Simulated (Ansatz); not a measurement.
# MgI2: energy and pressure over a range of volumes

One table from this session's results is given with a row withheld; the runs are named, their logs left out.

Method: DFT PBEsol, scalar-relativistic, in Ansatz 0.2.0.

## The starting structure

It takes space group P-3m1 (No. 164, trigonal). Conventional cell: a = 4.154 Å, b = 4.154 Å, c = 6.862 Å, α = 90.00°, β = 90.00°, γ = 120.00°. Mg (site symmetry -3m) is surrounded by 6 I at 2.92 Å. Around I (site symmetry 3m) lie 3 Mg at 2.92 Å.

As a file:

```xyz
3
Lattice="4.1537 0.0000 0.0000 -2.0769 3.5972 0.0000 0.0000 0.0000 6.8620" Properties=species:S:1:pos:R:3 pbc="T T T"
Mg    0.0000    0.0000    0.0000
I     0.0000    2.3981    5.1989
I     2.0769    1.1991    1.6631
```

Structure: COD 2013551, as refined from experiment and not relaxed.

Atoms are numbered in the order of the input: Mg1, I2, I3.

Set-up of the first run:

input.yaml reads:

```yaml
crystal:
  lattice:
    - [4.0689069387, 0.0, 0.0]
    - [-2.0344534694, 3.5237767745, 0.0]
    - [0.0, 0.0, 6.721919878]
  atoms:
    - { symbol: Mg, position: [0.0, 0.0, 0.0] }
    - { symbol: I, position: [0.3333333333, 0.6666666667, 0.75763] }
    - { symbol: I, position: [0.6666666667, 0.3333333333, 0.24237] }
kpoints:
  mp_grid: { grid: [7, 7, 4] }
  band_path:
    path:
      - [0.0, 0.0, 0.0]
      - [0.5, 0.0, 0.0]
      - [0.3333333333, 0.3333333333, 0.0]
      - [0.0, 0.0, 0.0]
      - [0.0, 0.0, 0.5]
      - [0.5, 0.0, 0.5]
      - [0.3333333333, 0.3333333333, 0.5]
      - [0.0, 0.0, 0.5]
      - [0.5, 0.0, 0.5]
    npoints: 5
scf:
  occupations: { method: fermi_dirac, width: 0.03 }
hamiltonian:
  xc: pbesol
  pseudopotentials: { kind: all_electron, lapw: { basis_error: 0.001 } }
output:
  forces: true
  stress: true
  eigenvalues: true
```

The run is started by

```console
ansatz run input.yaml --threads 1 --pin off --max-ram 4096MiB --backend cpu --events-out ev --progress --plain --runs-dir out
```

Steps of the session up to this table: Volume × 0.94, LAPW; Volume × 0.94, PAW; Volume × 0.94, crystal datasets; Volume × 0.98, LAPW; Volume × 0.98, PAW; Volume × 0.98, crystal datasets; Volume × 1.01, LAPW; Volume × 1.01, PAW; Volume × 1.01, crystal datasets; Volume × 1.04, LAPW; Volume × 1.04, PAW; Volume × 1.04, crystal datasets.

One of the session's tables, all rows but one given; the rest of the session is left out.

It belongs to the step «The equation of state». 

| method | volume (Å³/atom) | gap on the k mesh (eV) | largest force (eV/Å) |
| --- | --- | --- | --- |
| LAPW | 32.126 | 3.50 | 0.285 |
| LAPW | 33.493 | ? | ? |
| LAPW | 34.177 | 3.48 | 0.036 |
| LAPW | 34.518 | 3.47 | 0.083 |
| LAPW | 35.544 | 3.43 | 0.213 |
| PAW | 32.126 | 3.50 | 0.287 |
| PAW | 33.493 | 3.49 | 0.065 |
| PAW | 34.177 | 3.48 | 0.034 |
| PAW | 34.518 | 3.47 | 0.081 |
| PAW | 35.544 | 3.43 | 0.212 |
| crystal datasets | 32.126 | 3.50 | 0.286 |
| crystal datasets | 33.493 | 3.49 | 0.064 |
| crystal datasets | 34.177 | 3.48 | 0.036 |
| crystal datasets | 34.518 | 3.47 | 0.082 |
| crystal datasets | 35.544 | 3.43 | 0.213 |

**Question.** Estimate the row for LAPW, 33.493.

**Answer.** gap on the k mesh (eV): 3.49; largest force (eV/Å): 0.063.

To keep in mind: Warnings in the runs' records: gradients without spin orbit, crystal datasets made.
